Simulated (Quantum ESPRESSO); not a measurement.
# Si2Mo (I4/mmm) in Quantum ESPRESSO: reference runs

Aim: a first look at Si2Mo with PBE, on the cell as given, then over a range of volumes.

Program: Quantum ESPRESSO 7.5. These are calculated values, not measurements. Logs are shortened: lines on timing, memory, paths and dates and some standing lists are left out, and cuts for length are marked.

## (1) The structure

The structure is tetragonal, space group I4/mmm (No. 139). The conventional cell has a = 3.200 Å, b = 3.200 Å, c = 7.861 Å, α = 90.00°, β = 90.00°, γ = 90.00°. Mo (site symmetry 4/mmm) has 10 Si at 2.62 Å as nearest neighbours. Si (site symmetry 4mm) is surrounded by 5 Si at 2.61 to 2.63 Å and 5 Mo at 2.62 Å.

## (2) Single point, PBE

Contents of pw.in:

```
&CONTROL
  calculation = 'scf'
  prefix = 'pwscf'
  outdir = './tmp'
  pseudo_dir = './pseudo'
  tprnfor = .true.
  tstress = .true.
  disk_io = 'nowf'
/
&SYSTEM
  ibrav = 0
  nat = 3
  ntyp = 2
  ecutwfc = 60
  ecutrho = 440
  nbnd = 18
  occupations = 'smearing'
  smearing = 'fd'
  degauss = 0.00367493
/
&ELECTRONS
  conv_thr = 6d-10
  electron_maxstep = 120
  mixing_beta = 0.5
/
ATOMIC_SPECIES
Mo    95.9500 Mo_ONCV_PBE-1.0.oncvpsp.upf
Si    28.0850 Si.pbe-n-rrkjus_psl.1.0.0.UPF
CELL_PARAMETERS angstrom
  -1.6000000000    1.6000000000    3.9305000000
   1.6000000000   -1.6000000000    3.9305000000
   1.6000000000    1.6000000000   -3.9305000000
ATOMIC_POSITIONS crystal
Mo     0.0000000000    0.0000000000    0.0000000000
Si     0.6670000000    0.6670000000    0.0000000000
Si     0.3330000000    0.3330000000    0.0000000000
K_POINTS automatic
12 12 12 0 0 0
```

Potentials or basis: SSSP 1.3 efficiency PBE.

The run is started by

```console
OMP_NUM_THREADS=2 pw.x -in pw.in > pw.out
```

pw.out:

```text
This program is part of the open-source Quantum ESPRESSO suite
     for quantum simulation of materials; please cite
         "P. Giannozzi et al., J. Phys.:Condens. Matter 21 395502 (2009);
         "P. Giannozzi et al., J. Phys.:Condens. Matter 29 465901 (2017);
         "P. Giannozzi et al., J. Chem. Phys. 152 154105 (2020);
     in publications or presentations arising from this work. More details at

     Message from routine setup:
     using ibrav=0 with symmetry is DISCOURAGED, use correct ibrav instead

     G-vector sticks info
     --------------------
     sticks:   dense  smooth     PW     G-vecs:    dense   smooth      PW
     Sum        2225    1209    433                42281    17001    3629

     Using Slab Decomposition

     bravais-lattice index     =            0
     lattice parameter (alat)  =       8.5705  a.u.
     unit-cell volume          =     271.6091 (a.u.)^3
     number of atoms/cell      =            3
     number of atomic types    =            2
     number of electrons       =        22.00
     number of Kohn-Sham states=           18
     kinetic-energy cutoff     =      60.0000  Ry
     charge density cutoff     =     440.0000  Ry
     scf convergence threshold =      6.0E-10
     mixing beta               =       0.5000
     number of iterations used =            8  plain     mixing
     Exchange-correlation= PBE
                           (   1   4   3   4   0   0   0)

     celldm(1)=   8.570451  celldm(2)=   0.000000  celldm(3)=   0.000000
     celldm(4)=   0.000000  celldm(5)=   0.000000  celldm(6)=   0.000000

     crystal axes: (cart. coord. in units of alat)
               a(1) = (  -0.352789   0.352789   0.866649 )
               a(2) = (   0.352789  -0.352789   0.866649 )
               a(3) = (   0.352789   0.352789  -0.866649 )

     reciprocal axes: (cart. coord. in units 2 pi/alat)
               b(1) = ( -0.000000  1.417277  0.576935 )
               b(2) = (  1.417277 -0.000000  0.576935 )
               b(3) = (  1.417277  1.417277  0.000000 )

     PseudoPot. # 1 for Mo read from file:
     Mo_ONCV_PBE-1.0.oncvpsp.upf
     Pseudo is Norm-conserving, Zval = 14.0
     Generated using ONCVPSP code by D. R. Hamann
     Using radial grid of 1526 points,  6 beta functions with:
                l(1) =   0
                l(2) =   0
                l(3) =   1
                l(4) =   1
                l(5) =   2
                l(6) =   2

     PseudoPot. # 2 for Si read from file:
     Si.pbe-n-rrkjus_psl.1.0.0.UPF
     Pseudo is Ultrasoft + core correction, Zval =  4.0
     Generated using "atomic" code by A. Dal Corso  v.5.1
     Using radial grid of 1141 points,  6 beta functions with:
                l(1) =   0
                l(2) =   0
                l(3) =   1
                l(4) =   1
                l(5) =   2
                l(6) =   2
     Q(r) pseudized with 0 coefficients

     atomic species   valence    mass     pseudopotential
     Mo               14.00    95.95000     Mo( 1.00)
     Si                4.00    28.08500     Si( 1.00)

     16 Sym. Ops., with inversion, found

   Cartesian axes

     site n.     atom                  positions (alat units)
         1        Mo     tau(   1) = (   0.0000000   0.0000000   0.0000000  )
         2        Si     tau(   2) = (  -0.0000000  -0.0000000   1.1561091  )
         3        Si     tau(   3) = (   0.0000000   0.0000000   0.5771879  )

     number of k points=   163  Fermi-Dirac smearing, width (Ry)=  0.0037

     Number of k-points >= 100: set verbosity='high' to print them.

     Dense  grid:    42281 G-vectors     FFT dimensions: (  60,  60,  60)

     Smooth grid:    17001 G-vectors     FFT dimensions: (  45,  45,  45)

     Initial potential from superposition of free atoms

     starting charge      21.9979, renormalised to      22.0000
     Starting wfcs are   18 randomized atomic wfcs

     Self-consistent Calculation

     iteration #  1     ecut=    60.00 Ry     beta= 0.50
     Davidson diagonalization with overlap
     ethr =  1.00E-02,  avg # of iterations =  4.5

     Threshold (ethr) on eigenvalues was too large:
     Diagonalizing with lowered threshold

     Davidson diagonalization with overlap
     ethr =  2.93E-04,  avg # of iterations =  2.5

     total energy              =    -160.08271085 Ry
     estimated scf accuracy    <       0.06347698 Ry

     iteration #  2     ecut=    60.00 Ry     beta= 0.50
     Davidson diagonalization with overlap
     ethr =  2.89E-04,  avg # of iterations =  2.3

     total energy              =    -160.08667875 Ry
     estimated scf accuracy    <       0.03921164 Ry

     iteration #  3     ecut=    60.00 Ry     beta= 0.50
     Davidson diagonalization with overlap
     ethr =  1.78E-04,  avg # of iterations =  1.7

     total energy              =    -160.09389087 Ry
     estimated scf accuracy    <       0.00508620 Ry

     iteration #  4     ecut=    60.00 Ry     beta= 0.50
     Davidson diagonalization with overlap
     ethr =  2.31E-05,  avg # of iterations =  2.1

     total energy              =    -160.09446997 Ry
     estimated scf accuracy    <       0.00009936 Ry

     iteration #  5     ecut=    60.00 Ry     beta= 0.50
     Davidson diagonalization with overlap
     ethr =  4.52E-07,  avg # of iterations =  4.7

     total energy              =    -160.09448905 Ry
     estimated scf accuracy    <       0.00001071 Ry

     iteration #  6     ecut=    60.00 Ry     beta= 0.50
     Davidson diagonalization with overlap
     ethr =  4.87E-08,  avg # of iterations =  1.7

     total energy              =    -160.09449044 Ry
     estimated scf accuracy    <       0.00000019 Ry

     iteration #  7     ecut=    60.00 Ry     beta= 0.50
     Davidson diagonalization with overlap
     ethr =  8.60E-10,  avg # of iterations =  3.6

     total energy              =    -160.09449054 Ry
     estimated scf accuracy    <       0.00000004 Ry

     iteration #  8     ecut=    60.00 Ry     beta= 0.50
     Davidson diagonalization with overlap
     ethr =  1.86E-10,  avg # of iterations =  2.0

     total energy              =    -160.09449055 Ry
     estimated scf accuracy    <          1.2E-09 Ry

     iteration #  9     ecut=    60.00 Ry     beta= 0.50
     Davidson diagonalization with overlap
     ethr =  5.32E-12,  avg # of iterations =  2.5

     End of self-consistent calculation

     Number of k-points >= 100: set verbosity='high' to print the bands.

     the Fermi energy is    16.0304 ev

!    total energy              =    -160.09449055 Ry
     estimated scf accuracy    <          1.0E-10 Ry
     smearing contrib. (-TS)   =      -0.00016670 Ry
     internal energy E=F+TS    =    -160.09432384 Ry

     The total energy is F=E-TS. E is the sum of the following terms:
     one-electron contribution =     -36.79087170 Ry
     hartree contribution      =      30.51297918 Ry
     xc contribution           =     -28.31587040 Ry
     ewald contribution        =    -125.50056092 Ry

     convergence has been achieved in   9 iterations

     Forces acting on atoms (cartesian axes, Ry/au):

     atom    1 type  1   force =    -0.00000000    0.00000000   -0.00000000
     atom    2 type  2   force =    -0.00000000   -0.00000000   -0.01100124
     atom    3 type  2   force =    -0.00000000   -0.00000000    0.01100124

     Total force =     0.015558     Total SCF correction =     0.000006

     Computing stress (Cartesian axis) and pressure

          total   stress  (Ry/bohr**3)                   (kbar)     P=       20.70
   0.00016714  -0.00000000   0.00000000           24.59       -0.00        0.00
  -0.00000000   0.00016714  -0.00000000           -0.00       24.59       -0.00
  -0.00000000  -0.00000000   0.00008791           -0.00       -0.00       12.93

=------------------------------------------------------------------------------=
   JOB DONE.
=------------------------------------------------------------------------------=
```

Run time: 6.2 min. Hardware: 2 threads of Arm Neoverse V1, shared host; peak memory 0.27 GiB.

Results:

```yaml
Free_energy: -2178.1965 eV
Pressure: 2.1 GPa
Largest_force: 0.283 eV/Å
Band_gap_on_the_k_mesh: none (metal or under the smearing width)
```

Forces on the atoms (eV/Å):
```
Mo   0.000  0.000  0.000
Si   0.000  0.000 -0.283
Si   0.000  0.000  0.283
```

## (3) Single point, PBE, 12.61 Å³/atom

Edit pw.in of step 2 so:

```diff
@@ -29,5 +29,5 @@
 CELL_PARAMETERS angstrom
-  -1.6000000000    1.6000000000    3.9305000000
-   1.6000000000   -1.6000000000    3.9305000000
-   1.6000000000    1.6000000000   -3.9305000000
+  -1.5673377739    1.5673377739    3.8502632003
+   1.5673377739   -1.5673377739    3.8502632003
+   1.5673377739    1.5673377739   -3.8502632003
 ATOMIC_POSITIONS crystal
```

Potentials or basis: SSSP 1.3 efficiency PBE.

The run is started by

```console
OMP_NUM_THREADS=2 pw.x -in pw.in > pw.out
```

It took 6.1 min on 2 threads of Arm Neoverse V1, shared host; peak memory 0.26 GiB.

It converged, with:

```
Free energy            : -2178.0549 eV
Pressure               : 17.5 GPa
Largest force          : 0.182 eV/Å
Band gap on the k mesh : none (metal or under the smearing width)
```

## (4) Single point, PBE, 12.88 Å³/atom

Edit pw.in of step 3 so:

```diff
@@ -29,5 +29,5 @@
 CELL_PARAMETERS angstrom
-  -1.5673377739    1.5673377739    3.8502632003
-   1.5673377739   -1.5673377739    3.8502632003
-   1.5673377739    1.5673377739   -3.8502632003
+  -1.5783757276    1.5783757276    3.8773786233
+   1.5783757276   -1.5783757276    3.8773786233
+   1.5783757276    1.5783757276   -3.8773786233
 ATOMIC_POSITIONS crystal
```

The run is started by

```console
OMP_NUM_THREADS=2 pw.x -in pw.in > pw.out
```

Wall time 6 min (2 threads of Arm Neoverse V1, shared host); peak memory 0.27 GiB.

The run converged. Its results:

```yaml
Free_energy: -2178.1283 eV
Pressure: 11.8 GPa
Largest_force: 0.217 eV/Å
Band_gap_on_the_k_mesh: none (metal or under the smearing width)
```

## (5) Single point, PBE, 13.15 Å³/atom

Edit pw.in of step 4 so:

```diff
@@ -29,5 +29,5 @@
 CELL_PARAMETERS angstrom
-  -1.5783757276    1.5783757276    3.8773786233
-   1.5783757276   -1.5783757276    3.8773786233
-   1.5783757276    1.5783757276   -3.8773786233
+  -1.5892614214    1.5892614214    3.9041200105
+   1.5892614214   -1.5892614214    3.9041200105
+   1.5892614214    1.5892614214   -3.9041200105
 ATOMIC_POSITIONS crystal
```

The run is started by

```console
OMP_NUM_THREADS=2 pw.x -in pw.in > pw.out
```

Run time: 6.1 min. Hardware: 2 threads of Arm Neoverse V1, shared host; peak memory 0.27 GiB.

It converged, with:

```yaml
Free_energy: -2178.1746 eV
Pressure: 6.7 GPa
Largest_force: 0.251 eV/Å
Band_gap_on_the_k_mesh: none (metal or under the smearing width)
```

## (6) Single point, PBE, 13.42 Å³/atom

Edit pw.in of step 5 so:

```diff
@@ -29,5 +29,5 @@
 CELL_PARAMETERS angstrom
-  -1.5892614214    1.5892614214    3.9041200105
-   1.5892614214   -1.5892614214    3.9041200105
-   1.5892614214    1.5892614214   -3.9041200105
+  -1.6000000000    1.6000000000    3.9305000000
+   1.6000000000   -1.6000000000    3.9305000000
+   1.6000000000    1.6000000000   -3.9305000000
 ATOMIC_POSITIONS crystal
```

Potentials or basis: SSSP 1.3 efficiency PBE.

The run is started by

```console
OMP_NUM_THREADS=2 pw.x -in pw.in > pw.out
```

It took 6.2 min on 2 threads of Arm Neoverse V1, shared host; peak memory 0.27 GiB.

The run converged. Its results:

| Property | Result |
| --- | --- |
| Free energy | -2178.1965 eV |
| Pressure | 2.1 GPa |
| Largest force | 0.283 eV/Å |
| Band gap on the k mesh | none (metal or under the smearing width) |
